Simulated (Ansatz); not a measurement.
# CoSi (P2_13), random displacements

Theory: DFT PBEsol, scalar-relativistic, plane waves, PAW in Ansatz 0.2.0. The runs took a 420 eV cutoff, a Γ-centred 10×10×10 mesh and Gaussian smearing (0.15 eV). No spin polarisation. A magnetic state may lie lower. Energies are free energies at this smearing, counted from the undisturbed cell; pressure is positive in compression.

The starting cell (relaxed at this level):

```
Co Si
1.0
     4.38583    0.00000    0.00000
     0.00000    4.38583    0.00000
     0.00000    0.00000    4.38583
Co Si
4 4
Direct
  0.14564 0.14564 0.14564
  0.35436 0.85436 0.64564
  0.64564 0.35436 0.85436
  0.85436 0.64564 0.35436
  0.84333 0.84333 0.84333
  0.65667 0.15667 0.34333
  0.34333 0.65667 0.15667
  0.15667 0.34333 0.65667
```

After a displacement of all atoms with no net shift, the run gives ΔE = 69.4 meV/atom; stress (xx, yy, zz, yz, xz, xy; compression positive) (2.18, 4.47, 2.52, 0.65, 1.09, 1.51) GPa.

| atom | Fx (eV/Å) | Fy | Fz |
| --- | --- | --- | --- |
| Co1 | -1.023 | -0.846 | -1.168 |
| Co2 | -0.449 | -0.479 | 0.714 |
| Co3 | 0.169 | 0.163 | 0.189 |
| Co4 | 1.672 | 2.181 | -0.324 |
| Si5 | -0.060 | 0.891 | 0.991 |
| Si6 | 0.635 | -1.485 | -0.609 |
| Si7 | -0.630 | -0.053 | 0.156 |
| Si8 | -0.315 | -0.372 | 0.050 |

Problem. Which displacements (Å, in the unstrained cell) and strain were applied?

Solution.
| atom | ux | uy | uz |
| --- | --- | --- | --- |
| Co1 | 0.04 | 0.07 | 0.09 |
| Co2 | 0.03 | 0.02 | -0.04 |
| Co3 | 0.01 | -0.04 | 0.00 |
| Co4 | -0.10 | -0.13 | 0.00 |
| Si5 | 0.04 | -0.07 | -0.08 |
| Si6 | -0.08 | 0.08 | 0.04 |
| Si7 | 0.03 | 0.05 | -0.04 |
| Si8 | 0.03 | 0.03 | 0.03 |
The cell is not strained.

Cost: 1 run of about 1.1 core-minutes, on AMD EPYC 9R45 (Zen 5) (shared hosts).